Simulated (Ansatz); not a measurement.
Tl (sc type), DFT, PBE, all-electron LAPW, scalar-relativistic (Ansatz 0.2.0), on 1 thread of Intel(R) Xeon(R) 6975P-C (Granite Rapids) (shared host).

Command: `ansatz run input.yaml --threads 1 --pin off --max-ram 2048MiB --backend cpu --events-out ev --progress --plain --runs-dir out`

```yaml
crystal:
  lattice:
    - [3.2516032968, 0.0, 0.0]
    - [0.0, 3.2516032968, 0.0]
    - [0.0, 0.0, 3.2516032968]
  atoms:
    - { symbol: Tl, position: [0.0, 0.0, 0.0] }
kpoints:
  mp_grid: { grid: [12, 12, 12] }
  band_path:
    path:
      - [0.0, 0.0, 0.0]
      - [0.0, 0.5, 0.0]
      - [0.5, 0.5, 0.0]
      - [0.0, 0.0, 0.0]
      - [0.5, 0.5, 0.5]
      - [0.0, 0.5, 0.0]
      - [0.5, 0.5, 0.5]
      - [0.5, 0.5, 0.0]
    npoints: 14
scf:
  occupations: { method: fermi_dirac, width: 0.08 }
hamiltonian:
  xc: pbe
  pseudopotentials: { kind: all_electron, lapw: { basis_error: 0.001 } }
output:
  forces: true
  stress: true
  eigenvalues: true
  populations: true
  dos: { projected: true, de: 0.2, e_range: [-14, 8] }
```

(1) How large is the problem that the program sets up?

(2) About how long does it take?

Results:

(1) 84 irreducible k-points, 203 plane waves at Γ, 22 bands.

(2) 7.5 s of wall time for 6 SCF iterations. Times on shared machines scatter by tens of per cent.
